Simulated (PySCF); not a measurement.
## Substituent chemical shifts

Parent skeleton `[O:1]=[CH:2][c:3]1[cH:4][cH:5][cH:6][cH:7][cH:8]1`; one hydrogen on atom 6 is replaced by X. Hydrogens on one atom are averaged.

PySCF 2.14.0 with density-fitted response routines calculation with GFN2-xTB structure and PBE0/pcSseg-1 with gauge-including orbitals; single conformer, no relativistic terms, one averaged value for each set of equivalent atoms, no solvent model.

Scale: H2O for ¹⁷O; ¹³C and ¹H against TMS (reference shieldings calculated alike).

Parent (X = H): O1 664.5, C2 196.0, C3 140.8, C4/C8 137.0, C5/C7 134.3, C6 140.3, H(C2) 10.21, H(C4)/H(C8) 8.25, H(C5)/H(C7) 7.86 ppm. Effects are Δδ = δ(X) − δ(H), positive for deshielding.

(1) Give Δδ (ppm) for X = CH2F, isopropenyl, NHSiH3.

(2) Which position responds most, and to which substituents?

Results:

(1) 
```tsv
X	SMILES	O1	C2	C3	C4/C8	C5/C7	C6	H(C2)	H(C4)/H(C8)	H(C5)/H(C7)
CH2F	O=Cc1ccc(CF)cc1	-3.7	-0.7	-0.9	+0.2	-5.9	+11.5	-0.01	+0.04	-0.09
isopropenyl	C=C(C)c1ccc(C=O)cc1	-2.8	-0.7	-1.1	+0.0	-2.9	+14.4	-0.03	-0.06	-0.04
NHSiH3	O=Cc1ccc(N[SiH3])cc1	-32.0	-3.2	-8.6	+2.2	-16.1	+17.1	-0.25	-0.17	-1.01
```

(2) O1: from -32.0 ppm with NHSiH3 to -2.8 ppm with isopropenyl.

Unscaled 17O shifts of doubly bonded oxygen tend to come out too high, by tens of ppm or more. Experimental scales use liquid or dissolved standards, which lie at an offset from isolated H2O (liquid H2O: subtract about 36 ppm).
